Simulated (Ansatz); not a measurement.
**C: axial (c/a) deformation path**

These are results of Ansatz 0.2.0, DFT LDA, scalar-relativistic, plane waves, PAW, not measurements. Cutoff 420 eV, Γ-centred 14×14×10 k-points, Gaussian smearing of 0.05 eV. No spin polarisation. Energies are free energies at this smearing, counted from the undisturbed cell; pressure is positive in compression.

The undisturbed cell (relaxed at this level):

```
C
1.0
     2.11730   -1.22243   -0.01160
     2.11730    1.22243   -0.01160
    -1.39167    0.00000    3.33730
C
2
Direct
  0.83338 0.83338 0.00015
  0.16662 0.16662 0.99985
```

The cell holds layers and no dispersion correction was added, so their binding is poorly described.

At fixed volume and fractional coordinates, lengths along (0.000, 0.000, 1.000) are scaled against those across it; ρ is that ratio over its starting value.

```csv
ρ,ΔE (meV/atom)
0.800,380.5
0.850,205.8
0.920,55.6
0.960,13.5
1.000,0.0
1.050,20.0
1.100,77.3
1.200,292.5
1.300,625.4
```

(1) Predict the gap on the mesh (eV) at each point.

Results:

(1)
| ρ | gap on the mesh (eV) |
| --- | --- |
| 0.800 | 0.25 |
| 0.850 | 0.09 |
| 0.920 | 0.31 |
| 0.960 | 0.49 |
| 1.000 | 0.65 |
| 1.050 | 0.82 |
| 1.100 | 0.97 |
| 1.200 | 1.20 |
| 1.300 | 1.38 |

Cost: 9 runs of about 0.39 core-minutes in all, on Oxide Virtual Turin-like Processor (Zen 5) (shared hosts).